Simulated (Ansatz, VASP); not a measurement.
**One calculation of In3Se, two programs**

```
In Se
1.0
     4.64673    0.00000    0.00000
     0.00000    4.64673    0.00000
     0.00000    0.00000    4.79044
In Se
3 1
Direct
  0.00000 0.50000 0.50000
  0.50000 0.00000 0.50000
  0.50000 0.50000 0.00000
  0.00000 0.00000 0.00000
```

Change from the starting cell: strain -0.030 along x and y, +0.000 along z, atoms carried along.

Alike in both runs: task single point; functional PBE; k mesh 10 × 10 × 10; occupations gaussian, width 0.15 eV; no spin polarisation.

|  | VASP | Ansatz |
| --- | --- | --- |
| version | VASP 6.6.1 | Ansatz 0.2.0 |
| potentials or method | VASP PAW PBE potentials, release 64 (In_d, Se) | scalar-relativistic, plane waves, PAW |
| plane-wave cutoff (eV) | 520 | 420 |
| valence electrons in the cell | 45 | 55 |

VASP gave:

```
gap on the k mesh at the Fermi level (eV)       : none
pressure (GPa)                                  : 2.3
largest component of the traceless stress (GPa) : 0.07
```

Q: What did Ansatz give for the same quantities?

A: gap on the k mesh at the Fermi level (eV): none; pressure (GPa): 2.3; largest component of the traceless stress (GPa): 0.06.

A gap of «none» marks a metal or a gap that the smearing closes. The two sets of potentials don't hold the same shells in valence.
